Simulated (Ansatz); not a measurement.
Input of an Ansatz 0.2.0 run:

input.yaml

```yaml
crystal:
  lattice:
    - [3.169, 0.0, 0.0]
    - [-1.5845, 2.7444345046, 0.0]
    - [0.0, 0.0, 12.324]
  atoms:
    - { symbol: Mo, position: [0.6666666667, 0.3333333333, 0.75] }
    - { symbol: Mo, position: [0.3333333333, 0.6666666667, 0.25] }
    - { symbol: S, position: [0.6666666667, 0.3333333333, 0.377] }
    - { symbol: S, position: [0.3333333333, 0.6666666667, 0.877] }
    - { symbol: S, position: [0.6666666667, 0.3333333333, 0.123] }
    - { symbol: S, position: [0.3333333333, 0.6666666667, 0.623] }
hamiltonian:
  xc: pbesol
  pseudopotentials: { kind: paw }
kpoints:
  mp_grid: { grid: [10, 10, 3] }
  band_path:
    path:
      - [[0.0, 0.0, 0.0], [0.5, 0.0, 0.0], [0.3333333333, 0.3333333333, 0.0], [0.0, 0.0, 0.0], [0.0, 0.0, 0.5], [0.5, 0.0, 0.5], [0.3333333333, 0.3333333333, 0.5], [0.0, 0.0, 0.5]]
      - [[0.5, 0.0, 0.5], [0.5, 0.0, 0.0]]
      - [[0.3333333333, 0.3333333333, 0.0], [0.3333333333, 0.3333333333, 0.5]]
    npoints: 14
scf:
  occupations: { method: fermi_dirac, width: 0.05 }
  n_extra_bands: 15
output:
  forces: true
  stress: true
  eigenvalues: true
  fatbands: false
  write_density: true
  write_potential: true
  elf: true
  volumetric_format: npy
```

Potentials or basis: Ansatz PAW.

Command:

```bash
$ ansatz run input.yaml --threads 2 --pin off --max-ram 5632MiB --backend cpu --events-out ev --progress --plain --runs-dir out
```

Task: What does it give for the largest force?

Result: 0.313 eV/Å.

Task: What does it give for the band gap on the k mesh?

Result: 0.88 eV, indirect (least direct gap 1.87 eV).

Task: Estimate the pressure.

Result: -3.0 GPa.

Task: Predict the band gap along the path.

Result: 0.84 eV, indirect (least direct gap 1.65 eV).

Forces on the atoms (eV/Å):
```
Mo   0.000  0.000  0.000
Mo   0.000  0.000  0.000
S    0.000  0.000 -0.313
S    0.000  0.000 -0.313
S    0.000  0.000  0.313
S    0.000  0.000  0.313
```

Caveat: this functional lacks dispersion, which binds the layers, so the pressure and a relaxed spacing across them are unreliable; the PAW data sets come from PBE, with cores solved anew for the run's functional, which leaves a small shift of forces and pressure.

**Measured values to compare with.**

“Multiwavelength excitation Raman Scattering Analysis of bulk and 2 dimensional MoS2: Vibrational properties of atomically thin MoS2 layers”, 2015, arxiv:1506.03228 reports, for a bulk crystal of MoS2 at 300 K: band gap 1.3 eV (indirect).

Against the measured gap of MoS2, 1.3 eV (indirect; 300 K; “Multiwavelength excitation Raman Scattering Analysis of bulk and 2 dimensional MoS2: Vibrational properties of atomically thin MoS2 layers”, 2015, arxiv:1506.03228), the calculated 0.84 eV is off by -0.46 eV. Spin-orbit coupling on Mo is left out. The value is that of PBEsol, without temperature or zero-point motion. Semilocal functionals fall short of measured gaps as a rule.
